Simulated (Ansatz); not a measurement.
# AgCl: the cost of one run

Program: Ansatz 0.2.0. Level of theory: DFT LDA, scalar-relativistic, plane waves, PAW. These are calculated values, not measurements.

1 further run of the same task is left out (set aside as unsound or not needed).

### Step 1. The starting structure

The structure is cubic, space group Fm-3m (No. 225). The conventional cell has a = 5.546 Å, b = 5.546 Å, c = 5.546 Å, α = 90.00°, β = 90.00°, γ = 90.00°. Ag (site symmetry m-3m) has 6 Cl at 2.77 Å as nearest neighbours. Around Cl (site symmetry m-3m) lie 6 Ag at 2.77 Å.

Coordinates:

```
Ag Cl
1.0
     0.00000    2.77315    2.77315
     2.77315    0.00000    2.77315
     2.77315    2.77315    0.00000
Ag Cl
1 1
Cartesian
  2.7731 2.7731 2.7731
  0.0000 0.0000 0.0000
```

The structure comes from the Crystallography Open Database.

### Step 2. Another functional, on a distorted cell: LDA

What differs from the listed cell: strain xx, yy, zz, yz, xz, xy = -2.6, -2.6, -2.6, +0.0, +0.0, +0.0 %.

Contents of input.yaml:

```yaml
crystal:
  lattice:
    - [0.0, 2.700271618, 2.700271618]
    - [2.700271618, 0.0, 2.700271618]
    - [2.700271618, 2.700271618, 0.0]
  atoms:
    - { symbol: Ag, position: [0.5, 0.5, 0.5] }
    - { symbol: Cl, position: [0.0, 0.0, 0.0] }
basis:
  ecutwfc: 420
kpoints:
  mp_grid: { grid: [8, 8, 8] }
hamiltonian:
  xc: lda
scf:
  occupations: { method: gaussian, width: 0.02 }
output:
  forces: true
  stress: true
  eigenvalues: true
  populations: true
```

The run is started by

```console
ansatz run input.yaml --threads 1 --pin off --max-ram 1331MiB --backend cpu --events-out ev --progress --plain --runs-dir out
```

What time and memory should one allow on 1 thread of an x86-64 CPU, shared host?

About 3.5 s, with a peak of 0.32 GiB.
